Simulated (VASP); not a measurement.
# InAs: single point with PBE0

The system is InAs.

```
In As
1.0
     0.00000    2.97721    2.97721
     2.97721    0.00000    2.97721
     2.97721    2.97721    0.00000
In As
1 1
Cartesian
  0.0000 0.0000 0.0000
  4.4658 4.4658 4.4658
```

| Item | Value |
| --- | --- |
| Program | VASP 6.6.1 |
| Task | single point |
| Functional | PBE0 |
| Potentials or basis | VASP PAW PBE potentials, release 64 (In_d, As) |
| Cutoff | 520 eV |
| k mesh | 4 × 4 × 4 |
| Occupations | fermi-dirac, width 0.05 eV |
| Spin | no spin polarisation |

```json
{"Pressure": "5.0 GPa", "Band gap on the k mesh": "1.52 eV, direct"}
```

Levels at points of the mesh, in eV from the valence-band top:
| k point | band 7 | band 8 | band 9 | band 10 | band 11 | band 12 |
| --- | --- | --- | --- | --- | --- | --- |
| (0.00, 0.00, 0.00) | 0.00 | 0.00 | 0.00 | 1.52 | 5.40 | 5.40 |
| (0.50, 0.00, 0.00) | -6.61 | -1.17 | -1.17 | 2.48 | 6.19 | 6.19 |
| (0.50, 0.50, 0.00) | -6.62 | -2.74 | -2.74 | 2.72 | 3.43 | 11.40 |

Run time: 8 min on 1 thread of Intel(R) Xeon(R) Platinum 8375C CPU @ 2.90GHz (Ice Lake), on a shared host, peak memory 0.18 GiB.

Caveat: the k mesh is coarse (spacing up to 0.46 Å⁻¹), so the values aren't converged, least of all with exact exchange; the PAW data sets were made with another functional, which shifts forces and pressure a little; spin-orbit coupling is left out, which moves the levels of the heavy elements.
